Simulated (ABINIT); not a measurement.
TiC: equation of state with RPBE

TiC:

```
Ti C
1.0
     0.00000    2.16572    2.16572
     2.16572    0.00000    2.16572
     2.16572    2.16572    0.00000
Ti C
1 1
Direct
  0.00000 0.00000 0.00000
  0.50000 0.50000 0.50000
```

The cell is a database's computed one.

| Item | Value |
| --- | --- |
| Program | ABINIT 10.8.3 (patched build) |
| Task | equation of state |
| Functional | RPBE |
| Potentials or basis | JTH PAW PBE v2.0 |
| Cutoff | 626 eV |
| k mesh | 11 × 11 × 11 |
| Occupations | fermi-dirac, width 0.05 eV |
| Spin | no spin polarisation |

```json
{
 "Equilibrium volume": "10.38 Å³/atom",
 "Bulk modulus": "239 GPa",
 "Pressure derivative of the bulk modulus": "4.1"
}
```

Energy against volume, from the lowest point:
```tsv
volume (Å³/atom)	energy (meV/atom)
9.548	56.85
9.752	31.27
9.955	13.73
10.158	3.48
10.361	0.00
10.564	2.28
10.767	10.11
```

It took 120 s on 1 thread of Arm Neoverse V1 (shared host), peak memory 0.15 GiB.

Caveat: pressures at fixed basis lie under the slope of the energies; the PAW data sets were made with another functional, which shifts forces and pressure a little.
